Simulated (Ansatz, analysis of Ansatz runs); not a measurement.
# F+ centre in CaO: optical absorption band, HSE06 on PBE structures

How near does this set-up come to the measured optical absorption band? Subject: F+ centre in CaO. Set-up: HSE06 on PBE structures, 32-site cell, PBE lattice, 420 eV, k: the zone centre alone. The model is a cell of 32 host atoms with 1 O taken out. The excitation energy is a difference of total energies with one electron moved up within one spin channel. Exact exchange opens the gap, stiffens bonds and lessens the self-interaction error, at many times the cost.

**The experiment.** Vertical absorption energy: 3.7 eV, by optical absorption (quoted in “Electronic Structure of the F Center in the Alkaline Earth Oxides”, 1976, T. M. Wilson and R. F. Wood, quoting earlier work (1968)). The calculation is set beside it at the end.

Main program and level: Ansatz 0.2.0; plane-wave PAW DFT, PBE; relaxation of all atoms of a defect supercell.

Most raw output is cut from this account.

**1. The structure**

The cell holds 31 atoms: 16 Ca and 15 O. Its edges and angles: a = 8.367 Å, b = 8.367 Å, c = 8.367 Å, α = 109.5°, β = 109.5°, γ = 109.5°. It derives from CaO (space group Fm-3m). Nearest the centre at fractional (0.500, 0.500, 0.500): Ca7 at 2.42 Å, Ca6 at 2.42 Å, Ca15 at 2.42 Å, Ca16 at 2.42 Å, Ca12 at 2.42 Å, Ca10 at 2.42 Å, O18 at 3.42 Å, O20 at 3.42 Å. The cell carries charge +1.

The host's primitive cell comes from a first run (plane-wave PAW DFT, PBE; relaxation of the host's cell and atoms): vectors of 3.416, 3.416 and 3.416 Å. That is 14.09 Å³ an atom. The supercell is built on it.

**2. Relaxation, charge +1**

Every later number rests on the structure around the defect, so the atoms are relaxed at the host's lattice first.

relax/input.yaml

```yaml
relax:
  f_tol: 0.02
  max_steps: 80
  escape_saddle: false
crystal:
  lattice:
    - [-4.83077861, 4.83077861, 4.83077861]
    - [4.83077861, -4.83077861, 4.83077861]
    - [4.83077861, 4.83077861, -4.83077861]
  atoms:
    - { symbol: Ca, position: [0.0, 0.0, 0.0] }
    - { symbol: Ca, position: [0.0, 0.25, 0.75] }
    - { symbol: Ca, position: [0.0, 0.5, 0.5] }
    - { symbol: Ca, position: [0.0, 0.75, 0.25] }
    - { symbol: Ca, position: [0.25, 0.0, 0.75] }
    - { symbol: Ca, position: [0.25, 0.25, 0.5] }
    - { symbol: Ca, position: [0.25, 0.5, 0.25] }
    - { symbol: Ca, position: [0.25, 0.75, 0.0] }
[... 19 atom lines left out ...]
    - { symbol: O, position: [0.75, 0.0, 0.75] }
    - { symbol: O, position: [0.75, 0.25, 0.5] }
    - { symbol: O, position: [0.75, 0.5, 0.25] }
    - { symbol: O, position: [0.75, 0.75, 0.0] }
total_charge: 1
basis:
  ecutwfc: 420
  xc_grid: 2
hamiltonian:
  xc: pbe
kpoints:
  mp_grid: { grid: [1, 1, 1] }
magnetization:
  spin_polarized: true
  initial_magnetization: 1
  spin_locking: { lock_magnetization: hard }
scf:
  occupations: { method: fermi_dirac, width: 0.01 }
  max_iter: 120
output:
  forces: true
checkpoint:
  write: "../relax.run"
  compress: false
  write_wavefunctions: true
  write_every: 100000
```

Started as:

```bash
$ ansatz run input.yaml --threads 2 --pin off --max-ram 3768MiB --backend cpu --events-out ev --progress --plain --runs-dir out
```

Elapsed: 17 s, on 2 threads of Intel Xeon Platinum 8488C (Sapphire Rapids), shared host; peak memory 0.8 GiB.

Step by step:

```csv
step,energy less that of the first step (eV),largest force component (eV/Å)
1,0.0000,1.4628
2,-0.1910,1.2591
3,-0.5312,0.2388
4,-0.5445,0.0120
5,-0.5445,0.0120
```

Forces are held to the 48 operations that the run works with; a distortion that breaks them can't arise in this run.

The atoms that moved most (Å):

```csv
atom,dx,dy,dz,length
Ca16,0.000,0.000,0.110,0.110
Ca12,0.110,0.000,0.000,0.110
Ca15,0.000,0.110,0.000,0.110
Ca6,0.000,0.000,-0.110,0.110
Ca10,-0.110,0.000,0.000,0.110
Ca7,0.000,-0.110,0.000,0.110
O21,0.013,0.000,0.013,0.018
O22,0.013,0.013,0.000,0.018
```

Final coordinates:

```xyz
31
Lattice="-4.8308 4.8308 4.8308 4.8308 -4.8308 4.8308 4.8308 4.8308 -4.8308" Properties=species:S:1:pos:R:3 pbc="T T T"
Ca    0.0000    0.0000    0.0000
Ca    4.8308    2.4154   -2.4154
Ca    4.8308    0.0000    0.0000
Ca    4.8308   -2.4154    2.4154
Ca    2.4154    4.8308   -2.4154
Ca    2.4154    2.4154   -0.1103
Ca    2.4154   -0.1103    2.4154
Ca    2.4154   -2.4154    4.8308
Ca    0.0000    4.8308    0.0000
Ca   -0.1103    2.4154    2.4154
Ca    0.0000    0.0000    4.8308
Ca    4.9411    2.4154    2.4154
Ca   -2.4154    4.8308    2.4154
Ca   -2.4154    2.4154    4.8308
Ca    2.4154    4.9411    2.4154
Ca    2.4154    2.4154    4.9411
O     2.4154    2.4154   -2.4154
O     2.4154    0.0128    0.0128
O     2.4154   -2.4154    2.4154
O     7.2462   -0.0128   -0.0128
O     0.0128    2.4154    0.0128
O     0.0128    0.0128    2.4154
O     4.8180    2.4154    0.0128
O     4.8180    0.0128    2.4154
O    -2.4154    2.4154    2.4154
O     2.4154    4.8180    0.0128
O     2.4154    0.0128    4.8180
O    -0.0128    7.2462   -0.0128
O     0.0128    4.8180    2.4154
O     0.0128    2.4154    4.8180
O    -0.0128   -0.0128    7.2462
```

The atoms nearest to the centre after the run:

```csv
atom,distance (Å)
Ca7,2.526
Ca6,2.526
Ca10,2.526
Ca15,2.526
Ca12,2.526
Ca16,2.526
O20,3.398
O18,3.398
O28,3.398
O22,3.398
O31,3.398
O21,3.398
O30,3.398
O23,3.398
O26,3.398
O29,3.398
```

Numbers from this step:

* free energy: -37641.3637 eV
* total moment: 1 μB
* integral of the absolute spin density: 1.038 μB
* spin contamination: 0.001439

**3. Ground state**

Both spins' levels are needed to pick the two between which the electron moves, so the ground state is solved with empty bands.

This step: plane-wave PAW DFT, HSE06; single point of a defect supercell on the structure relaxed with PBE.

ground/input.yaml

```yaml
crystal:
  lattice:
    - [-4.83077861, 4.83077861, 4.83077861]
    - [4.83077861, -4.83077861, 4.83077861]
    - [4.83077861, 4.83077861, -4.83077861]
  atoms:
    - { symbol: Ca, position: [0.0, 0.0, 0.0] }
    - { symbol: Ca, position: [0.0, 0.25, 0.75] }
[... 3 atom lines left out ...]
    - { symbol: Ca, position: [0.238584938, 0.238584938, 0.5] }
    - { symbol: Ca, position: [0.238584938, 0.5, 0.238584938] }
[... 2 atom lines left out ...]
    - { symbol: Ca, position: [0.5, 0.238584938, 0.238584938] }
[... 1 atom line left out ...]
    - { symbol: Ca, position: [0.5, 0.761415062, 0.761415062] }
[... 2 atom lines left out ...]
    - { symbol: Ca, position: [0.761415062, 0.5, 0.761415062] }
    - { symbol: Ca, position: [0.761415062, 0.761415062, 0.5] }
[... 1 atom line left out ...]
    - { symbol: O, position: [0.002651178, 0.251325589, 0.251325589] }
[... 1 atom line left out ...]
    - { symbol: O, position: [-0.002651178, 0.748674411, 0.748674411] }
    - { symbol: O, position: [0.251325589, 0.002651178, 0.251325589] }
    - { symbol: O, position: [0.251325589, 0.251325589, 0.002651178] }
[... 5 atom lines left out ...]
    - { symbol: O, position: [0.748674411, -0.002651178, 0.748674411] }
[... 2 atom lines left out ...]
    - { symbol: O, position: [0.748674411, 0.748674411, -0.002651178] }
total_charge: 1
basis:
  ecutwfc: 420
  xc_grid: 2
hamiltonian:
  xc: hse06
kpoints:
  mp_grid: { grid: [1, 1, 1] }
magnetization:
  spin_polarized: true
  initial_magnetization: 1
  spin_locking: { lock_magnetization: hard }
scf:
  occupations: { method: fermi_dirac, width: 0.01 }
  max_iter: 120
  n_extra_bands: 30
  lower_state_search: "off"
output:
  forces: true
  eigenvalues: true
checkpoint:
  read: "../relax.run"
  write: "../ground.run"
  compress: false
  write_wavefunctions: true
  write_every: 100000
```

Elapsed: 58 s, on 2 threads; peak memory 1.1 GiB; 1.9 min of CPU time.

Numbers from this step:

```
free energy                           : -37651.0086 eV
total moment                          : 1 μB
integral of the absolute spin density : 1.042 μB
spin contamination                    : 0.001001
```

**4. Ground state at the level of the structure**

The ground state is solved at the level of the structure too, which shows how far its levels are spread.

This step: plane-wave PAW DFT, PBE; single point of a defect supercell.

ground_geo/input.yaml, as its differences from ground/input.yaml of step 3:

```diff
@@ -33,3 +33,3 @@
 hamiltonian:
-  xc: hse06
+  xc: pbe
 kpoints:
@@ -48,5 +48,6 @@
   eigenvalues: true
+  eigenstates: { localisation: true }
 checkpoint:
   read: "../relax.run"
-  write: "../ground.run"
+  write: "../ground_geo.run"
   compress: false
```

The job ended after 3.5 s (2 threads; peak memory 0.69 GiB).

Read from the output:

- free energy: -37641.3637 eV
- total moment: 1 μB
- integral of the absolute spin density: 1.038 μB
- spin contamination: 0.001439

From eigenstates.tsv, first k-point; energies on the run's zero. The participation number counts the atoms that a state is spread over, of 31; bands count from 0.

```csv
spin,band,energy (eV),occupation,participation,largest share on,share
down,118,7.134,1.00,12.5,O23,0.11
down,119,7.134,1.00,12.4,O21,0.12
down,120,7.134,1.00,10.3,O22,0.12
down,121,7.432,1.00,12.5,O21,0.11
down,122,7.432,1.00,13.5,O18,0.09
down,123,7.432,1.00,12.5,O24,0.11
down,124,10.201,0.00,10.1,Ca6,0.13
down,125,11.085,0.00,26.2,Ca2,0.05
down,126,11.085,0.00,26.2,Ca2,0.05
down,127,11.085,0.00,26.2,Ca5,0.05
down,128,12.633,0.00,29.8,Ca6,0.04
up,119,7.128,1.00,12.8,O22,0.10
up,120,7.128,1.00,11.2,O18,0.12
up,121,7.426,1.00,13.3,O21,0.10
up,122,7.426,1.00,12.9,O26,0.10
up,123,7.426,1.00,12.4,O24,0.11
up,124,8.924,1.00,8.8,Ca6,0.14
up,125,11.053,0.00,26.2,Ca8,0.05
up,126,11.053,0.00,26.2,Ca8,0.05
up,127,11.053,0.00,26.2,Ca5,0.05
up,128,12.430,0.00,11.3,Ca7,0.13
up,129,12.430,0.00,11.4,Ca10,0.12
```

Under PBE at the zone centre alone, the highest filled state is spin up, spread over 9 of 31 atoms, and the lowest empty one, 1.28 eV above it, is spin down, spread over 10 of 31 atoms.

The atoms' spheres hold 0.15 of the 1 μB, none over 0.02 μB.

**5. Excited state at the ground state's structure**

One electron is moved to the upper level and held there by its overlap; at the ground state's structure the energy difference is the vertical absorption.

This step: plane-wave PAW DFT, HSE06; single point of a defect supercell on the structure relaxed with PBE.

excited/input.yaml, as its differences from ground_geo/input.yaml of step 4:

```diff
@@ -33,3 +33,3 @@
 hamiltonian:
-  xc: pbe
+  xc: hse06
 kpoints:
@@ -41,4 +41,9 @@
 scf:
-  occupations: { method: fermi_dirac, width: 0.01 }
-  max_iter: 120
+  occupations:
+    method: fermi_dirac
+    width: 0.01
+    excite:
+      from: { channel: up, k: 0, band: v1, track: overlap }
+      to: { channel: up, k: 0, band: [c1, c3], track: overlap }
+  max_iter: 150
   n_extra_bands: 30
@@ -47,7 +52,5 @@
   forces: true
-  eigenvalues: true
-  eigenstates: { localisation: true }
 checkpoint:
-  read: "../relax.run"
-  write: "../ground_geo.run"
+  read: "../ground.run"
+  write: "../excited.run"
   compress: false
```

It took 87 s on 2 threads; peak memory 1.1 GiB.

Read from the output:

```
free energy                           : -37647.9027 eV
total moment                          : 1 μB
integral of the absolute spin density : 1.304 μB
spin contamination                    : 0.001556
```

**6. Outcome**

The level that takes the electron spreads over a large part of the cell (26 of 31 atoms): it is diffuse or a band state, and this cell can't show whether it is bound to the centre. For the record: Vertical absorption energy: computed 3.11 eV, measured 3.7 eV; 0.59 eV below the measurement.

[Logs are printed without paths, hosts, clocks, repeated set-up lines and the standing remarks that a program may print on its own settings, such as how far it seeks lower states.]

[Hosts, paths, dates, database ids (printed as entryN), source tags and the programs' standing remarks are cut or masked in the printed files.]

[For some hosts the program warned that the k-mesh of the response run may be too coarse for force constants and the static dielectric constant; such warnings are not shown here.]
